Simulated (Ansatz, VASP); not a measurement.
# KF: VASP beside Ansatz

```
CELL_PARAMETERS angstrom
2.55950 -2.68385 0.00000
2.55950 2.68385 0.00000
-2.52647 0.00000 2.71979
ATOMIC_POSITIONS crystal
K 0.03822 0.03822 0.99380
F 0.46178 0.46178 0.00620
```

Alike in both runs: task single point; functional PBE; k mesh 6 × 6 × 6; occupations gaussian, width 0.1 eV; no spin polarisation.

```csv
,VASP,Ansatz
version,VASP 6.6.1,Ansatz 0.2.0
potentials or method,"VASP PAW PBE potentials, release 64 (K_sv, F)","scalar-relativistic, plane waves, PAW"
plane-wave cutoff (eV),520,420
valence electrons in the cell,16,16
```

|  | VASP | Ansatz | Ansatz less VASP |
| --- | --- | --- | --- |
| gap on the k mesh at the Fermi level (eV) | 6.04 | 6.06 | +0.018 |
| least direct gap on the mesh (eV) | 6.11 | 6.13 | +0.021 |
| pressure (GPa) | 7.7 | 7.4 | -0.29 |
| largest component of the traceless stress (GPa) | 13.57 | 12.96 | -0.603 |
| rms of the force components (eV/Å) | 1.341 | 1.280 | -0.0608 |

Atom by atom the forces differ by 0.061 eV/Å (rms over components).

Caveats: forces of over 1 eV/Å show positions far from the minimum, so gaps and moduli don't describe the material at rest. PBE gaps usually lie below the measured ones, often by a third to a half. A k mesh can miss the band edges.
